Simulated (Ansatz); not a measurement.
A run of Ansatz 0.2.0:

Contents of input.yaml:

```yaml
crystal:
  lattice:
    - [4.8738, 0.0, 0.0]
    - [0.0, 4.8738, 0.0]
    - [0.0, 0.0, 3.3107]
  atoms:
    - { symbol: Mn, position: [0.5, 0.5, 0.5], spin: 4.0 }
    - { symbol: Mn, position: [0.0, 0.0, 0.0], spin: 4.0 }
    - { symbol: F, position: [0.8053, 0.1947, 0.5] }
    - { symbol: F, position: [0.6947, 0.6947, 0.0] }
    - { symbol: F, position: [0.1947, 0.8053, 0.5] }
    - { symbol: F, position: [0.3053, 0.3053, 0.0] }
hamiltonian:
  xc: r2scan
  pseudopotentials: { kind: paw }
magnetization:
  spin_polarized: true
kpoints:
  mp_grid: { grid: [6, 6, 8] }
  band_path:
    path:
      - [[0.0, 0.0, 0.0], [0.0, 0.5, 0.0], [0.5, 0.5, 0.0], [0.0, 0.0, 0.0], [0.0, 0.0, 0.5], [0.0, 0.5, 0.5], [0.5, 0.5, 0.5], [0.0, 0.0, 0.5]]
      - [[0.0, 0.5, 0.0], [0.0, 0.5, 0.5]]
      - [[0.5, 0.5, 0.0], [0.5, 0.5, 0.5]]
    npoints: 14
scf:
  occupations: { method: fermi_dirac, width: 0.05 }
  n_extra_bands: 15
output:
  forces: true
  stress: true
  eigenvalues: true
  fatbands: true
```

Potentials or basis: Ansatz PAW.

Command:

```sh
$ ansatz run input.yaml --threads 2 --pin off --max-ram 5632MiB --backend cpu --events-out ev --progress --plain --runs-dir out
```

Hardware: 2 threads of Arm Neoverse V2 (shared host).

Problem. Estimate the wall time of this run.

Solution. Run time: 65 s on 2 threads of Arm Neoverse V2, on a shared host, peak memory 0.79 GiB. Counts: scf iterations 15, plane waves 1949, k points 50, bands 44.
